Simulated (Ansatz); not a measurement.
**Au: start and end of a relaxation**

A trial structure of Au was built thus: random cell by space group and Wyckoff sites (P6_3/mmc, No. 194). The dimensions are guesses.

POSCAR.start

```
Au
1.0
     5.30457    0.00000    0.00000
    -2.65229    4.59390    0.00000
     0.00000    0.00000    4.65764
Au
6
Direct
  0.84525 0.15475 0.25000
  0.84525 0.69050 0.25000
  0.30950 0.15475 0.25000
  0.15475 0.84525 0.75000
  0.15475 0.30950 0.75000
  0.69050 0.84525 0.75000
```

Method: DFT PBE, scalar-relativistic, plane waves, PAW in Ansatz. Cutoff 420 eV, Gaussian smearing, Γ-centred meshes. Cell and atoms relax first on a coarse mesh and then on a finer one. In between, the cell is made exact in the group found at 0.06 Å. In metals the finer mesh still leaves noise of several meV/atom or more. The steps can't lower the symmetry of their start. No spin polarisation.

POSCAR.end

```
Au
1.0
     5.62744    0.00000    0.00000
    -2.81372    4.87351    0.00000
     0.00000    0.00000    4.61956
Au
6
Direct
  0.83006 0.16994 0.25000
  0.83006 0.66012 0.25000
  0.33988 0.16994 0.25000
  0.16994 0.83006 0.75000
  0.16994 0.33988 0.75000
  0.66012 0.83006 0.75000
```

The symmetry stays P6_3/mmc (No. 194). The volume per atom grows by 11.6 %, from 18.9 to 21.1 Å³. The shortest distance goes from 2.46 Å (Au–Au) to 2.76 Å (Au–Au). The energy falls by about 0.54 eV/atom (the start's value is from the coarse mesh).

- Volume per atom: 21.12 Å³
- Density: 15.49 g/cm³
- Energy over the standard state: +0.15 eV/atom
- Gap on the 12×12×8 mesh of the 6-atom cell: 0 eV (a metal)

Energies count from the standard state of Au at the same level. It lies above the standard state, so it could only be metastable.

The last run used Gaussian smearing of 0.10 eV. Spin–orbit coupling, which can matter for Au, is left out. A structure relaxed within its symmetry needn't be a true minimum. In all, the 3 runs took 5.3 min on 1 thread of Intel(R) Xeon(R) Processor @ 2.70GHz, on a shared host.
